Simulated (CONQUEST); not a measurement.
**Mo in CONQUEST: convergence with k mesh**

Input of the first run (k mesh 1 × 1 × 1); the others differ in this setting and in those tied to it:

Conquest_input

```
IO.Title Mo
IO.Coordinates coords.dat
IO.FractionalAtomicCoords T
IO.Iprint 2
IO.Iprint_init 1
General.NumberOfSpecies 1
General.PseudopotentialType hamann
AtomMove.TypeOfRun static
AtomMove.FullStress T
Grid.GridCutoff 120
DM.SolutionMethod diagon
Diag.MPMesh T
Diag.GammaCentred T
Diag.MPMeshX 1
Diag.MPMeshY 1
Diag.MPMeshZ 1
Diag.kT 0.00183747
minE.SCTolerance 1e-6
SC.MaxIters 100
IO.AtomChargeOutput T
%block ChemicalSpeciesLabel
1 95.940 Mo
%endblock
```

Contents of coords.dat:

```
    5.9859303816     0.0000000000     0.0000000000
    0.0000000000     5.9859303816     0.0000000000
    0.0000000000     0.0000000000     5.9859303816
2
 -0.0087950000  -0.0043460000   0.0084020000 1 T T T
  0.5005170000   0.4859690000   0.4912640000 1 T T T
```

Potentials or basis: PseudoDojo NC PBE, SZP, grid cutoff 120 Ha.

Run with:

```sh
$ OMP_NUM_THREADS=1 Conquest
```

The cell isn't the ideal one: atoms moved at random.

Hardware: 1 thread of AMD EPYC 7B13 (Zen 3) (shared host).

The values tried are 1 × 1 × 1, 2 × 2 × 2, 3 × 3 × 3, 4 × 4 × 4, 5 × 5 × 5, 6 × 6 × 6, 7 × 7 × 7, 8 × 8 × 8, 10 × 10 × 10, 12 × 12 × 12, loosest first. From which on does the largest force stay within 0.005 eV/Å of the tightest run that finished?

From 10 × 10 × 10 on.

| k mesh | energy less the tightest run, at zero smearing (meV/atom) | pressure (GPa) | largest force (eV/Å) | SCF cycles | CPU time (s) | peak memory (GiB) |
| --- | --- | --- | --- | --- | --- | --- |
| 1 × 1 × 1 | -3960.55 | -34.89 | 1.926 | 6 | 17 | 0.38 |
| 2 × 2 × 2 | 602.58 | 5.80 | 0.684 | 7 | 18 | 0.38 |
| 3 × 3 × 3 | 126.31 | 9.60 | 0.114 | 7 | 19 | 0.38 |
| 4 × 4 × 4 | -73.15 | 5.31 | 0.852 | 7 | 22 | 0.38 |
| 5 × 5 × 5 | 29.94 | 6.44 | 0.170 | 7 | 24 | 0.38 |
| 6 × 6 × 6 | -11.25 | 6.13 | 0.476 | 7 | 34 | 0.38 |
| 7 × 7 × 7 | 25.64 | 6.76 | 0.337 | 7 | 36 | 0.39 |
| 8 × 8 × 8 | 12.01 | 6.53 | 0.427 | 7 | 53 | 0.38 |
| 10 × 10 × 10 | 2.87 | 6.10 | 0.429 | 7 | 85 | 0.38 |
| 12 × 12 × 12 | 0.00 | 6.29 | 0.433 | 7 | 130 | 0.38 |

Not settled before the last step: the energy (to 1 meV/atom), the pressure (to 0.1 GPa). Meshes of other sizes hit other points, so gaps and Fermi surfaces needn't settle smoothly. The tightest run that finished is the yardstick and may itself not be fully converged.

Caveat, for the tightest run too: the atomic basis is small; the basis of atomic orbitals isn't converged, which shifts pressures, moduli and gaps.
